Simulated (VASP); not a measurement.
Crystal: NaCl.

```
Na Cl
1.0
     0.00000    2.80000    2.80000
     2.80000    0.00000    2.80000
     2.80000    2.80000    0.00000
Na Cl
1 1
Direct
  0.00000 0.00000 0.00000
  0.50000 0.50000 0.50000
```

The cell was built by a generator and needn't be a form met in nature.

- Program: VASP 6.6.1
- Task: relaxation of cell and atoms
- Functional: PBE
- Potentials or basis: VASP PAW PBE potentials, release 64 (Na_pv, Cl)
- Cutoff: 600 eV
- k mesh: 8 × 8 × 8
- Occupations: gaussian, width 0.02 eV
- Spin: no spin polarisation

At the start: pressure 1.4 GPa; volume 21.95 Å³/atom.

Problem. Where does the relaxation end?

Solution. Over 4 steps the energy falls by 4.7 meV/atom and the volume is 23.11 Å³/atom (+5.3 %); space group Fm-3m (No. 225, to 0.05 Å).

Step by step:
```tsv
step	energy change (eV)	largest force (eV/Å)	pressure (GPa)	volume (Å³)
1	0.0000	0.0000	1.43	43.90
2	-0.0075	0.0000	0.60	45.16
3	-0.0093	0.0000	0.04	46.14
4	-0.0093	0.0000	-0.03	46.21
```

Final structure:
```cif
data_structure
_symmetry_space_group_name_H-M 'P 1'
_symmetry_Int_Tables_number 1
_cell_length_a 4.0280
_cell_length_b 4.0280
_cell_length_c 4.0280
_cell_angle_alpha 60.000
_cell_angle_beta 60.000
_cell_angle_gamma 60.000
_cell_volume 46.21
loop_
_atom_site_label
_atom_site_type_symbol
_atom_site_fract_x
_atom_site_fract_y
_atom_site_fract_z
_atom_site_occupancy
Na1 Na 0.00000 0.00000 0.00000 1
Cl1 Cl 0.50000 0.50000 0.50000 1
```
